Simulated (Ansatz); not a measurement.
A run of Ansatz 0.2.0 is set up as follows.

Contents of input.yaml:

```yaml
crystal:
  lattice:
    - [0.0, 2.735, 2.735]
    - [2.735, 0.0, 2.735]
    - [2.735, 2.735, 0.0]
  atoms:
    - { symbol: Ag, position: [0.0, 0.0, 0.0] }
    - { symbol: Cl, position: [0.5, 0.5, 0.5] }
kpoints:
  mp_grid: { grid: [6, 6, 6] }
scf:
  occupations: { method: fermi_dirac, width: 0.05 }
hamiltonian:
  xc: pbesol
  pseudopotentials: { kind: all_electron, datasets: crystal }
output:
  forces: true
  stress: true
  eigenvalues: true
```

Potentials or basis: all-electron PAW datasets made for the crystal.

Launch:

```sh
$ ansatz run input.yaml --threads 2 --pin off --max-ram 8192MiB --backend cpu --events-out ev --progress --plain --runs-dir out
```

(1) What does it give for the pressure?

(2) Predict the band gap on the k mesh.

Results:

(1) -0.7 GPa.

(2) 0.73 eV, indirect (least direct gap 3.23 eV).

**Experimental background.**

From a printed reference work, data compilation, for a bulk crystal of AgCl: band gap 3.249 eV (indirect).

Against the measured gap of AgCl, 3.249 eV (indirect; a printed reference work, data compilation), the calculated 0.73 eV is off by -2.52 eV. So large a miss can be the level of theory's own, or it may mean another phase, state or a wrong row. Spin-orbit coupling on Ag is left out. The value is that of PBEsol on a finite k mesh, which can miss the band edges, without temperature or zero-point motion. Semilocal functionals fall short of measured gaps as a rule.
